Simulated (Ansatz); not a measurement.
# InSb: the cost of one run

Computed with Ansatz 0.2.0 (DFT PBE, scalar-relativistic, plane waves, PAW, unless a step's input says otherwise).

3 further runs of the same task are left out: 1 that didn't finish, 2 set aside as unsound or not needed.

### 1 The system as given

Symmetry: F-43m, No. 216, cubic system. Conventional cell: a = 6.637 Å, b = 6.637 Å, c = 6.637 Å, α = 90.00°, β = 90.00°, γ = 90.00°. In (site symmetry -43m) is surrounded by 4 Sb at 2.87 Å. Sb (site symmetry -43m) has 4 In at 2.87 Å as nearest neighbours.

Coordinates:

```xyz
2
Lattice="0.0000 3.3186 3.3186 3.3186 0.0000 3.3186 3.3186 3.3186 0.0000" Properties=species:S:1:pos:R:3 pbc="T T T"
In    0.0000    0.0000    0.0000
Sb    4.9779    4.9779    4.9779
```

It is the result of an earlier relaxation at this level (volume 36.55 Å³/atom; gap on the mesh: none (metal)).

### 2 Relaxing at 30 GPa

What is minimised here is the enthalpy; the energy can go up as the cell is squeezed.

input.yaml

```yaml
crystal:
  lattice:
    - [0.0, 3.3185740816, 3.3185740816]
    - [3.3185740816, 0.0, 3.3185740816]
    - [3.3185740816, 3.3185740816, 0.0]
  atoms:
    - { symbol: In, position: [0.0, 0.0, 0.0] }
    - { symbol: Sb, position: [0.75, 0.75, 0.75] }
basis:
  ecutwfc: 420
kpoints:
  mp_grid: { grid: [12, 12, 12] }
hamiltonian:
  xc: pbe
scf:
  occupations: { method: fermi_dirac, width: 0.15 }
output:
  forces: true
  stress: true
  eigenvalues: true
relax:
  adjacent_minimum: "off"
  f_tol: 0.001
  max_steps: 60
  cell: { stress_tol: 0.02, p_target: 30.0 }
```

Run with:

```bash
$ ansatz run input.yaml --threads 1 --pin off --max-ram 3072MiB --backend cpu --events-out ev --progress --plain --runs-dir out
```

**Question.** How long does this run take on 1 thread of Intel Xeon at 2.50GHz (Skylake/Cascade Lake), shared host, and how much memory does it need?

About 3.4 min, with a peak of 0.46 GiB.
